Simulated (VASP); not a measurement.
The system is Cs.

```
CELL_PARAMETERS angstrom
3.01901 -4.33813 0.00000
3.01901 4.33813 0.00000
-2.57494 0.00000 4.41389
ATOMIC_POSITIONS crystal
Cs 0.00000 0.00000 0.50000
```

This isn't the form of Cs at room conditions, which is bcc.

```yaml
Program: VASP 6.6.1
Task: single point
Functional: PBE
Potentials_or_basis: VASP PAW PBE potentials, release 64 (Cs_sv)
Cutoff: 520 eV
k_mesh: 6 × 6 × 6
Occupations: fermi-dirac, width 0.05 eV
Spin: no spin polarisation
```

On this cell: pressure 0.0 GPa; band gap on the k mesh none (metal or under the smearing width).

The same run follows on a disturbed copy (cell strained at random at fixed volume):

```
Cs
1.0
     2.98138   -4.27939    0.11490
     3.00901    4.29861   -0.01089
    -2.47859   -0.07219    4.45791
Cs
1
Direct
  0.00954 0.00592 0.50813
```

What changes?

The energy (extrapolated to zero smearing) moves by +1.5 meV/atom; pressure 0.0 GPa; band gap on the k mesh none (metal or under the smearing width).

Stress tensor (GPa, compression positive):
```
 0.05  0.00 -0.09
 0.00  0.06  0.01
-0.09  0.01  0.00
```
